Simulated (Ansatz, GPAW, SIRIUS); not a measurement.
# Ni: 5 runs at one level of theory

```
Ni
1.0
     2.44802    0.00000    0.00000
    -1.22401    2.12005    0.00000
     0.00000    0.00000    4.07281
Ni
2
Direct
  0.66667 0.33333 0.75000
  0.33333 0.66667 0.25000
```

This isn't the form of Ni at room conditions, which is fcc.

Alike in all runs: task single point; functional PBEsol; k mesh 12 × 12 × 7; occupations fermi-dirac, width 0.05 eV; collinear spin, ferromagnetic start; no spin-orbit coupling. Pressure is positive in compression and, in plane waves, holds the error of the finite cutoff, which Ansatz's Pulay term estimates and takes out.

| program and potentials | plane-wave cutoff (eV) | notes | pressure (GPa) | net moment per atom (μB) |
| --- | --- | --- | --- | --- |
| Ansatz, Ansatz PAW | 420 | potentials made for PBE, which Ansatz adapts in part; 18 valence electrons an atom on average; Pulay term of +0.05 GPa included | -3.03 | 0.65 |
| SIRIUS, PseudoDojo 0.4.1 PBEsol standard (scalar relativistic) | 1333 | 18 valence electrons an atom on average | -3.01 | 0.66 |
| Ansatz, all-electron LAPW, scalar-relativistic | - | - | -3.04 | 0.65 |
| GPAW, PAW data sets generated for this functional | 600 | 16 valence electrons an atom on average; this data set often lies off other programs | -0.05 | 0.66 |
| SIRIUS, all-electron FP-LAPW, apw+lo standard | - | - | - | 0.64 |

The pressure spans -3.04 (Ansatz, all-electron LAPW, scalar-relativistic) to -0.05 GPa (GPAW, PAW data sets generated for this functional), with all-electron results at -3.04. The net moment per atom spans 0.64 (SIRIUS, all-electron FP-LAPW, apw+lo standard) to 0.66 μB (SIRIUS, PseudoDojo 0.4.1 PBEsol standard (scalar relativistic)), with all-electron results at 0.64 to 0.65. The state is the one that the start led to, which needn't be the lowest. The pressure on the cell as given of GPAW, PAW data sets generated for this functional lies far from the others; the cause wasn't traced.

Differences between rows come from potentials, basis sets and numerical settings, since the functional is the same but for its coding. Runs on potential files found faulty are left out.
